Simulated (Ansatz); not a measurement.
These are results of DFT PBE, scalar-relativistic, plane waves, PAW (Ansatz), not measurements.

Cutoff 420 eV; k points 8×8×6 on the computed 9-atom cell (Γ-centred); Gaussian smearing, width 0.10 eV; no spin polarisation.

```xyz
9
Lattice="4.7367 -0.0407 0.0000 -2.4035 3.8053 0.0000 0.0000 0.0000 6.7297" Properties=species:S:1:pos:R:3 pbc="T T T"
V     2.3683   -0.0203    0.0255
V     1.1666    1.8823    4.4767
V    -1.2018    1.9027    2.2417
Si    0.0096    1.2185    0.0306
Si    3.5400    0.5965    4.4785
Si    1.1739    3.1531    2.2135
Si    2.3236    2.5461    0.0306
Si   -1.2068    3.1681    4.4785
Si    1.1592    0.6115    2.2135
```

**Question.** Is this geometry at equilibrium? Which atom feels the largest force?

**Answer.** It isn't. Atom 4 (Si) feels (-0.20, 0.47, -0.35) eV/Å, 0.618 eV/Å in size, and symmetry-related atoms feel the same size.

**Question.** Give all forces and the stress.

**Answer.**
```tsv
atom	Fx	Fy	Fz
V1	0.000	0.000	-0.169
V2	0.000	0.000	0.158
V3	0.000	0.000	-0.228
Si4	-0.198	0.470	-0.350
Si5	0.366	-0.223	0.127
Si6	0.089	0.117	0.342
Si7	0.198	-0.470	-0.350
Si8	-0.366	0.223	0.127
Si9	-0.089	-0.117	0.342
```
Stress (GPa, compression positive):
```
-13.85   2.39   0.00
  2.39  12.31   0.00
  0.00   0.00 -18.33
```